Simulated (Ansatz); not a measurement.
NaF in the zincblende structure, relaxed with r2SCAN: 6 runs in the PAW code Ansatz, each a construction of maximally localised Wannier functions. It is cubic, F-43m (No. 216); conventional cell a = 5.063 Å, 16.22 Å³ an atom. Na has 4 F at 2.19 Å; F has 4 Na at 2.19 Å. No spin polarisation. The prototype was imposed, so other structures may be more stable.

```yaml
crystal:
  lattice:
    - [0.00000, 2.53126, 2.53126]
    - [2.53126, 0.00000, 2.53126]
    - [2.53126, 2.53126, 0.00000]
  atoms:
    - { symbol: Na, position: [0.00000, 0.00000, 0.00000] }
    - { symbol: F, position: [0.25000, 0.25000, 0.25000] }
```

Windows count from the top of the filled bands; a dash means that no such window was set (without an outer window there is no disentanglement).

```csv
functional,SCF mesh,trial orbitals,functions,mesh,window (eV),frozen (eV),Ω total (Å²),Ω invariant (Å²),largest spread (Å²),least projectability,"interpolation miss of the model's filled bands (eV, to the nearest computed level)"
PBE,6×6×6,"F s, F p",4,6×6×6,–,–,4.03,3.73,1.01,0.60,0.031
PBE,6×6×6,"F s, F p",4,4×4×4,–,–,3.74,3.43,0.94,0.60,0.064
PBE,6×6×6,"F s, F p",4,8×8×8,–,–,4.15,3.86,1.04,0.60,0.020
PBE,6×6×6,F p,3,6×6×6,–,–,1.84,1.83,0.61,0.98,0.001
r2SCAN,6×6×6,"F s, F p",4,6×6×6,–,–,3.42,3.21,0.86,0.61,0.002
r2SCAN,6×6×6,F p,3,6×6×6,–,–,1.80,1.79,0.60,0.98,0.000
```

For F s, F p with PBE the spread goes 3.74 Å² (4×4×4), 4.03 Å² (6×6×6), 4.15 Å² (8×8×8): finite differences on a coarse mesh understate it.
